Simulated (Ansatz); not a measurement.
# BN (P6_3/mmc) in Ansatz: notebook

One crystal, BN, is run at these levels: LDA, PBE; tasks: elastic constants, band structure.

Everything below comes from runs of Ansatz 0.2.0. Logs are shortened: lines on timing, memory, paths and dates and some standing lists are left out, and cuts for length are marked.

### Step 1. The structure

The structure is hexagonal, space group P6_3/mmc (No. 194). The conventional cell has a = 2.498 Å, b = 2.498 Å, c = 6.636 Å, α = 90.00°, β = 90.00°, γ = 120.00°. N (site symmetry -6m2) has 3 B at 1.44 Å as nearest neighbours. B (site symmetry -6m2) has 3 N at 1.44 Å as nearest neighbours.

### Step 2. Elastic constants, LDA

The input, input.yaml:

```yaml
crystal:
  lattice:
    - [2.49824, 0.0, 0.0]
    - [-1.24912, 2.1635393048, 0.0]
    - [0.0, 0.0, 6.6357]
  atoms:
    - { symbol: "N", position: [0.6666666667, 0.3333333333, 0.25] }
    - { symbol: "N", position: [0.3333333333, 0.6666666667, 0.75] }
    - { symbol: B, position: [0.6666666667, 0.3333333333, 0.75] }
    - { symbol: B, position: [0.3333333333, 0.6666666667, 0.25] }
hamiltonian:
  xc: lda
  pseudopotentials: { kind: paw }
kpoints:
  mp_grid: { grid: [9, 9, 3] }
scf:
  occupations: { method: fixed }
output:
  forces: true
  stress: true
elastic:
  mode: relaxed_ion
  stencil: two_point
```

Potentials or basis: Ansatz PAW.

On the command line:

```sh
$ ansatz run input.yaml --threads 2 --pin off --max-ram 5632MiB --backend cpu --events-out ev --progress --plain --runs-dir out
```

The program printed:

```text
Warning: RAYON_NUM_THREADS=2 ignored (pool sized by the plan → 2); use --threads N
Engine: ansatz 0.2.0, x86_64-unknown-linux-gnu
Pseudopotentials: kind: paw
Pseudopotential: N, paw, valence charge 5, recommended cutoff 420 eV (normal), N.paw.azcp
Pseudopotential: B, paw, valence charge 3, recommended cutoff 420 eV (normal), B.paw.azcp
Functional definition: SPW92
  exchange = slater_x
  correlation = pw_c
Crystal: 4 atoms, lattice volume = 35.866 Å³
Basis set: ecut = 420 eV, 689 PW (Γ)
Bands: 12, of which v1, the nominal top of the filled ones, is band 8 counted from 1 (7 counted from 0)
Symmetry: 24 space group operations
Space group: P63/mmc (ITA 194), of the structure as read, at distance tolerance 3.3e-5 Å
k-points: 24 of 243
Non-local potential: N, projectors of the file, l = 0: 2, l = 1: 2, l = 2: 1
Non-local potential: B, projectors of the file, l = 0: 2, l = 1: 2, l = 2: 1
PAW form: soft (Blöchl's): semilocal exchange-correlation on the pseudo side does not see the compensation charge
PAW frozen core: N, regenerated for the run's functional, and the local potential with it (the file was generated under x = pbe(κ = 0.804, μ = 0.2195149727645171), c = pbe(β = 0.06672455060314922))
PAW frozen core: B, regenerated for the run's functional, and the local potential with it (the file was generated under x = pbe(κ = 0.804, μ = 0.2195149727645171), c = pbe(β = 0.06672455060314922))
PAW one-centre angular grid: N, 110 points (default); XC on 64 Gauss nodes
PAW one-centre angular grid: B, 110 points (default); XC on 64 Gauss nodes
Initial density: superposition of atomic densities (neutral atoms: chi_scale 0, normalization atom), corrected by the library's trained network
Initial wavefunctions: pseudopotential atomic-orbital guess
Functional: x = slater, c = lda
SCF iter   1: F=—  HF=-1052.695461 eV  |F-HF|=—  |Δ(HF+E_count)|=         —  Δρ=8.65e-3  dr2=2.43e-2  ethr=1.77e-3  ⟨swp⟩=4.9  Hψ=1469  notcnv=0  defer=39
preconditioner: auto → none  [insulator: Δε(μ)=4.140 eV  Ē_g=15.603 eV  n_scr=4 (ndim 8)  ℏωp=24.8 eV  f_vac=0.022  ε∞_Penn≈3.5]
SCF iter   2: F=—  HF=-1052.689442 eV  |F-HF|=—  |Δ(HF+E_count)|=   6.02e-3  Δρ=4.13e-3  dr2=2.78e-3  ethr=1.52e-4  ⟨swp⟩=2.8  Hψ=686  notcnv=0  defer=48
SCF iter   3: F=—  HF=-1052.688610 eV  |F-HF|=—  |Δ(HF+E_count)|=   8.33e-4  Δρ=1.57e-3  dr2=3.65e-4  ethr=1.74e-5  ⟨swp⟩=2.0  Hψ=487  notcnv=0  defer=48
SCF iter   4: F=—  HF=-1052.688522 eV  |F-HF|=—  |Δ(HF+E_count)|=   8.81e-5  Δρ=2.30e-4  dr2=9.53e-6  ethr=2.28e-6  ⟨swp⟩=1.0  Hψ=288  notcnv=0  defer=27
SCF iter   5: F=—  HF=-1052.688521 eV  |F-HF|=—  |Δ(HF+E_count)|=   3.70e-7  Δρ=2.41e-5  dr2=7.04e-8  ethr=5.95e-8  ⟨swp⟩=2.4  Hψ=488  notcnv=0  defer=2
SCF iter   6: F=—  HF=-1052.688521 eV  |F-HF|=—  |Δ(HF+E_count)|=   7.44e-8  Δρ=9.63e-6  dr2=1.17e-8  ethr=4.40e-10  ⟨swp⟩=2.3  Hψ=471  notcnv=0  defer=1
SCF iter   7: F=—  HF=-1052.688521 eV  |F-HF|=—  |Δ(HF+E_count)|=   4.43e-9  Δρ=1.83e-6  dr2=4.18e-10  ethr=7.29e-11  ⟨swp⟩=2.7  Hψ=458  notcnv=0  defer=1
SCF iter   8: F=—  HF=-1052.688521 eV  |F-HF|=—  |Δ(HF+E_count)|=  1.55e-10  Δρ=9.98e-8  dr2=1.14e-12  ethr=2.61e-12  ⟨swp⟩=2.5  Hψ=497  notcnv=0  defer=1
SCF iter   9: F=-1052.688521 eV  HF=-1052.688521 eV  |F-HF|=0.00e0  |Δ(HF+E_count)|=  4.55e-13  Δρ=1.78e-8  dr2=3.30e-14  ethr=1.00e-12  ⟨swp⟩=5.5  Hψ=1372  notcnv=0
SCF 1 converged in 9 iterations: F = -1052.688521 eV  dr2 = 3.30e-14
Crystal: 4 atoms, lattice volume = 35.794 Å³
Symmetry: 8 space group operations
k-points: 50 of 243
Initial density: handed on by an earlier stage of this run
Initial wavefunctions: pseudopotential atomic-orbital guess (no wavefunctions were taken with the density)
iter 1 solved again at ethr=3.56e-6 eV; its pass at ethr=3.10e-3 eV (dr2=5.69e-4 eV) is discarded
SCF iter   1: F=—  HF=-1052.690161 eV  |F-HF|=—  |Δ(HF+E_count)|=         —  Δρ=1.75e-3  dr2=6.75e-4  ethr=3.56e-6  ⟨swp⟩=2.0  Hψ=4202  notcnv=0  defer=99
preconditioner: auto → none  [insulator: Δε(μ)=4.236 eV  Ē_g=15.683 eV  n_scr=4 (ndim 8)  ℏωp=24.8 eV  f_vac=0.013  ε∞_Penn≈3.5]
SCF iter   2: F=—  HF=-1052.689919 eV  |F-HF|=—  |Δ(HF+E_count)|=   2.42e-4  Δρ=5.67e-4  dr2=8.54e-5  ethr=3.56e-6  ⟨swp⟩=2.0  Hψ=1095  notcnv=0  defer=100
SCF iter   3: F=—  HF=-1052.689891 eV  |F-HF|=—  |Δ(HF+E_count)|=   2.82e-5  Δρ=2.51e-4  dr2=1.13e-5  ethr=5.34e-7  ⟨swp⟩=2.2  Hψ=967  notcnv=0  defer=22
SCF iter   4: F=—  HF=-1052.689889 eV  |F-HF|=—  |Δ(HF+E_count)|=   1.49e-6  Δρ=2.59e-5  dr2=1.03e-7  ethr=7.09e-8  ⟨swp⟩=2.1  Hψ=964  notcnv=0  defer=4
SCF iter   5: F=—  HF=-1052.689889 eV  |F-HF|=—  |Δ(HF+E_count)|=   9.42e-8  Δρ=2.17e-6  dr2=6.49e-10  ethr=6.45e-10  ⟨swp⟩=2.6  Hψ=989  notcnv=0  defer=2
SCF iter   6: F=—  HF=-1052.689889 eV  |F-HF|=—  |Δ(HF+E_count)|=  5.58e-10  Δρ=3.10e-7  dr2=1.41e-11  ethr=4.06e-12  ⟨swp⟩=2.2  Hψ=1007  notcnv=0  defer=2
SCF iter   7: F=—  HF=-1052.689889 eV  |F-HF|=—  |Δ(HF+E_count)|=  1.23e-11  Δρ=3.77e-8  dr2=1.12e-13  ethr=8.83e-14 (applied; sched 1.00e-12)  ⟨swp⟩=2.4  Hψ=968  notcnv=0  defer=2
SCF iter   8: F=-1052.689889 eV  HF=-1052.689889 eV  |F-HF|=4.55e-13  |Δ(HF+E_count)|=    0.00e0  Δρ=5.22e-9  dr2=3.70e-15  ethr=1.00e-12  ⟨swp⟩=3.9  Hψ=1842  notcnv=0
SCF 2 converged in 8 iterations: F = -1052.689889 eV  dr2 = 3.70e-15
relax step   1: F+E_penalty+E_count = -1052.68988896 eV  Δ(F+E_penalty+E_count) = +0.000e0 eV  max|allowed force component| = 2.600e-2 eV/Å  Δτ_max = 0.0000 Å  (8 SCF iters, accepted)
Initial wavefunctions: those handed on with the density
iter 1 solved again at ethr=2.24e-7 eV; its pass at ethr=3.10e-3 eV (dr2=3.58e-5 eV) is discarded
SCF iter   1: F=—  HF=-1052.689909 eV  |F-HF|=—  |Δ(HF+E_count)|=         —  Δρ=4.99e-4  dr2=3.58e-5  ethr=2.24e-7  ⟨swp⟩=2.1  Hψ=3360  notcnv=0  defer=46
[... 58 lines left out ...]
iter 1 solved again at ethr=2.72e-7 eV; its pass at ethr=3.10e-3 eV (dr2=4.35e-5 eV) is discarded
SCF iter   1: F=—  HF=-1052.688679 eV  |F-HF|=—  |Δ(HF+E_count)|=         —  Δρ=2.62e-4  dr2=3.34e-5  ethr=2.72e-7  ⟨swp⟩=2.0  Hψ=1727  notcnv=0  defer=39
preconditioner: auto → none  [insulator: Δε(μ)=4.253 eV  Ē_g=15.669 eV  n_scr=4 (ndim 8)  ℏωp=24.8 eV  f_vac=0.012  ε∞_Penn≈3.5]
SCF iter   2: F=—  HF=-1052.688669 eV  |F-HF|=—  |Δ(HF+E_count)|=   9.33e-6  Δρ=1.38e-4  dr2=4.37e-6  ethr=2.09e-7  ⟨swp⟩=2.0  Hψ=438  notcnv=0  defer=24
SCF iter   3: F=—  HF=-1052.688675 eV  |F-HF|=—  |Δ(HF+E_count)|=   5.58e-6  Δρ=4.55e-5  dr2=6.58e-7  ethr=2.73e-8  ⟨swp⟩=2.4  Hψ=487  notcnv=0  defer=6
SCF iter   4: F=—  HF=-1052.688674 eV  |F-HF|=—  |Δ(HF+E_count)|=   9.34e-7  Δρ=1.13e-5  dr2=1.85e-8  ethr=4.11e-9  ⟨swp⟩=2.8  Hψ=476  notcnv=0
SCF iter   5: F=—  HF=-1052.688674 eV  |F-HF|=—  |Δ(HF+E_count)|=   5.11e-9  Δρ=1.12e-6  dr2=3.02e-10  ethr=1.16e-10  ⟨swp⟩=2.2  Hψ=466  notcnv=0
SCF iter   6: F=—  HF=-1052.688674 eV  |F-HF|=—  |Δ(HF+E_count)|=  5.87e-11  Δρ=1.41e-7  dr2=3.91e-12  ethr=1.89e-12  ⟨swp⟩=2.1  Hψ=468  notcnv=0
SCF iter   7: F=-1052.688674 eV  HF=-1052.688674 eV  |F-HF|=0.00e0  |Δ(HF+E_count)|=  1.14e-12  Δρ=1.24e-8  dr2=3.31e-14  ethr=1.00e-12  ⟨swp⟩=3.1  Hψ=1188  notcnv=0
SCF 10 converged in 7 iterations: F = -1052.688674 eV  dr2 = 3.31e-14
[... 26 lines left out ...]
iter 1 solved again at ethr=6.59e-7 eV; its pass at ethr=3.10e-3 eV (dr2=1.05e-4 eV) is discarded
SCF iter   1: F=—  HF=-1052.688550 eV  |F-HF|=—  |Δ(HF+E_count)|=         —  Δρ=6.82e-4  dr2=8.54e-5  ethr=6.59e-7  ⟨swp⟩=3.2  Hψ=6220  notcnv=0  defer=139
SCF iter   2: F=—  HF=-1052.688521 eV  |F-HF|=—  |Δ(HF+E_count)|=   2.88e-5  Δρ=2.91e-4  dr2=1.61e-5  ethr=5.34e-7  ⟨swp⟩=1.0  Hψ=840  notcnv=0  defer=56
SCF iter   3: F=—  HF=-1052.688515 eV  |F-HF|=—  |Δ(HF+E_count)|=   5.88e-6  Δρ=1.28e-5  dr2=1.54e-8  ethr=1.01e-7  ⟨swp⟩=2.1  Hψ=1372  notcnv=0  defer=32
SCF iter   4: F=—  HF=-1052.688515 eV  |F-HF|=—  |Δ(HF+E_count)|=   4.23e-7  Δρ=2.63e-6  dr2=1.55e-9  ethr=9.64e-11  ⟨swp⟩=2.8  Hψ=1375  notcnv=0  defer=11
SCF iter   5: F=—  HF=-1052.688515 eV  |F-HF|=—  |Δ(HF+E_count)|=  2.48e-10  Δρ=1.29e-6  dr2=4.84e-10  ethr=9.67e-12  ⟨swp⟩=2.0  Hψ=1399  notcnv=0  defer=11
SCF iter   6: F=—  HF=-1052.688515 eV  |F-HF|=—  |Δ(HF+E_count)|=  1.41e-10  Δρ=2.82e-7  dr2=9.38e-12  ethr=3.03e-12  ⟨swp⟩=2.2  Hψ=1305  notcnv=0  defer=11
SCF iter   7: F=—  HF=-1052.688515 eV  |F-HF|=—  |Δ(HF+E_count)|=    0.00e0  Δρ=5.70e-8  dr2=3.22e-12  ethr=5.86e-14 (applied; sched 1.00e-12)  ⟨swp⟩=2.3  Hψ=1377  notcnv=0  defer=11
SCF iter   8: F=-1052.688515 eV  HF=-1052.688515 eV  |F-HF|=4.55e-13  |Δ(HF+E_count)|=  1.36e-12  Δρ=1.06e-8  dr2=2.11e-14  ethr=1.00e-12  ⟨swp⟩=3.2  Hψ=3415  notcnv=0
SCF 14 converged in 8 iterations: F = -1052.688515 eV  dr2 = 2.11e-14
relax step   1: F+E_penalty+E_count = -1052.68851543 eV  Δ(F+E_penalty+E_count) = +0.000e0 eV  max|allowed force component| = 1.084e-5 eV/Å  Δτ_max = 0.0000 Å  (8 SCF iters, accepted)
iter 1 solved again at ethr=1.00e-12 eV; its pass at ethr=3.10e-3 eV (dr2=2.21e-14 eV) is discarded
SCF iter   1: F=—  HF=-1052.688515 eV  |F-HF|=—  |Δ(HF+E_count)|=         —  Δρ=1.06e-8  dr2=2.14e-14  ethr=1.00e-12  ⟨swp⟩=1.3  Hψ=4566  notcnv=0
SCF iter   2: F=-1052.688515 eV  HF=-1052.688515 eV  |F-HF|=0.00e0  |Δ(HF+E_count)|=  4.55e-13  Δρ=4.06e-9  dr2=2.78e-15  ethr=1.00e-12  ⟨swp⟩=4.1  Hψ=2758  notcnv=0
SCF 15 converged in 2 iterations: F = -1052.688515 eV  dr2 = 2.78e-15
SCF converged after 9 iterations
Free energy (F): -1052.688521 eV
Harris-Foulkes:  -1052.688521 eV  (|F-HF|=0.00e0)
Internal energy: -1052.688521 eV  (E = F + TS)
E sigma→0 (E₀):  -1052.688521 eV
Fermi energy:    4.483570 eV
--- Per-component energies (eV) ---
  E_band       = -41.138909
  E_kinetic    = 366.328727
  E_local      = -695.551097  (includes V_loc(G=0)·N_el)
  E_nonlocal   = 119.834519
  E_hartree    = 222.128820
  E_xc         = -182.191393
  E_vxc        = -227.194426  (∫ρ·V_xc dr)
  E_paw        = -383.558831  (= ΣΔE_a)
  E_vpaw       = -48.814462  (= ΣTr[D̂ρ^β])
  E_aug_tail   = 0.000187  (compensation charges beyond the density's cutoff)
  E_ewald      = -499.931209
  E_core_change = 0.251757  (= ΣΔE_core)
  E_smearing   = -0.000000  (= −TS)
  E_closure    = 0.000000  (closes the sum)
  Σ components = -1052.688521   (vs F -1052.688521, Δ=0.00e0)
--- Forces (eV/Å), atoms counted from 1 ---
  atom   1  N     -0.00000000     0.00000000     0.00000000
  atom   2  N     -0.00000000    -0.00000000    -0.00000000
  atom   3  B      0.00000000     0.00000000     0.00000000
  atom   4  B      0.00000000    -0.00000000    -0.00000000
  max |Σ_I F_I| component: 1.85e-17 eV/Å
--- Stress (GPa, compression-positive) ---
       -4.127122      -0.000000       0.000000
       -0.000000      -4.127122      -0.000000
        0.000000      -0.000000      -0.532262
  P = ⅓ Tr σ = -2.9288 GPa (-29.288 kbar)
--- Band table (eV; the first three rows and the last of 24) ---
  k-point 0: bands = ["-13.1233", "-12.8075", "-1.8543", "0.3603", "3.1789", "3.1789", "3.2167", "3.2167", "9.4564", "14.5645", "16.0223", "16.0223"]
  k-point 1: bands = ["-13.0483", "-12.8907", "-1.3882", "-0.3063", "3.1885", "3.1885", "3.2067", "3.2067", "10.6753", "13.1364", "16.0536", "16.0536"]
  k-point 2: bands = ["-12.8810", "-12.5741", "-1.5188", "0.6605", "2.2338", "2.2666", "2.7296", "2.7735", "9.8776", "14.4131", "15.7624", "16.0417"]
  k-point 23: bands = ["-9.2306", "-9.2306", "-3.5221", "-3.4375", "-2.5500", "-2.5500", "4.4836", "4.4836", "9.0855", "9.0855", "15.4807", "16.9701"]
--- Elastic constants: 3 strain directions × 2 members + reference (group order 24) ---
  dense FFT box of the reference and of every strained cell: 18×18×45
  strains applied: 11, 33, 23; error gains: componentwise 1.00 (the most a stress slope's error grows in a printed constant), spectral 1.41 (1 for all six strains in a standard setting)
  C = ∂σ_k/∂η_j (tension-positive GPa; Voigt order 11 22 33 23 13 12):
       876.019    199.626     -2.403     -0.000      0.000     -0.000
       199.626    876.019     -2.403     -0.000      0.000     -0.000
         0.759      0.759     18.021     -0.000      0.000      0.000
         0.000     -0.000      0.000      5.599     -0.000     -0.000
         0.000     -0.000     -0.000      0.000      5.599     -0.000
        -0.000      0.000     -0.000     -0.000      0.000    338.197
  reference stress σ⁰ (GPa):      4.127      4.127      0.532      0.000     -0.000      0.000
  C* (energy form; C + prestress term) asymmetry max|C*_kj − C*_jk| = 4.327e-1 GPa — a small one proves nothing (zero by symmetry where the batch's group is 432, −43m or m−3m); a large one is finite-difference/SCF noise where every solve meets its electron count
  moduli (Voigt/Reuss/Hill, GPa): K = 240.67/17.38/129.03   G = 174.68/11.43/93.05   E = 225.06   ν = 0.209
  mechanically stable: yes (min eigenvalue of sym C = 5.60 GPa)
  strain η (Voigt 11):  stress-route row diagonal C_11 = 876.02 GPa, energy-path curvature d²(F+E_count+ΔE)/dδ²/Ω₀ = 879.25 GPa
         δ    σ_11 (GPa)             F (eV)   n_scf  n_hpsi   n_pw
    -2.000e-3       2.3652       -1052.6899054       2    5909    713   relax 3 steps, max|allowed force component| 4.51e-5 eV/Å
     2.000e-3       5.8693       -1052.6863723       2    5905    715   relax 3 steps, max|allowed force component| 4.68e-7 eV/Å
  strain η (Voigt 33):  stress-route row diagonal C_33 = 18.02 GPa, energy-path curvature d²(F+E_count+ΔE)/dδ²/Ω₀ = 17.35 GPa
         δ    σ_33 (GPa)             F (eV)   n_scf  n_hpsi   n_pw
    -2.000e-3       0.4960       -1052.6886738       7    5574    713   relax 0 steps, max|allowed force component| 2.96e-16 eV/Å
     2.000e-3       0.5681       -1052.6884379       5    4623    713   relax 0 steps, max|allowed force component| 1.16e-15 eV/Å
  strain η (Voigt 23):  stress-route row diagonal C_44 = 5.60 GPa, energy-path curvature d²(F+E_count+ΔE)/dδ²/Ω₀ = 5.17 GPa
         δ    σ_23 (GPa)             F (eV)   n_scf  n_hpsi   n_pw
    -2.000e-3      -0.0112       -1052.6885154       2    8258    713   relax 1 steps, max|allowed force component| 1.32e-5 eV/Å
     2.000e-3       0.0112       -1052.6885154       2    8276    713   relax 1 steps, max|allowed force component| 1.08e-5 eV/Å
```

It took 19 s on 2 threads of Intel Xeon at 2.50GHz (Skylake/Cascade Lake), shared host; peak memory 0.35 GiB.

Results:

```
Free energy            : -1052.6885 eV
Pressure               : -2.9 GPa
Band gap on the k mesh : 4.25 eV, indirect (least direct gap 4.53 eV)
Voigt bulk modulus     : 241 GPa
```

Elastic tensor in Voigt notation (GPa, in the Cartesian axes of the cell as first typed):
```
876 200  -2   0   0   0
200 876  -2   0   0   0
  1   1  18   0   0   0
  0   0   0   6   0   0
  0   0   0   0   6   0
  0   0   0   0   0 338
```

Caveat: odd divisions of the mesh miss points on the zone boundary, where band edges often lie, so the gap on the mesh can be too wide; the pressure holds a Pulay correction of +0.8 GPa for the finite cutoff; the PAW data sets come from PBE, with cores solved anew for the run's functional, which leaves a small shift of forces and pressure.

(Continued in part 2 of 2.)
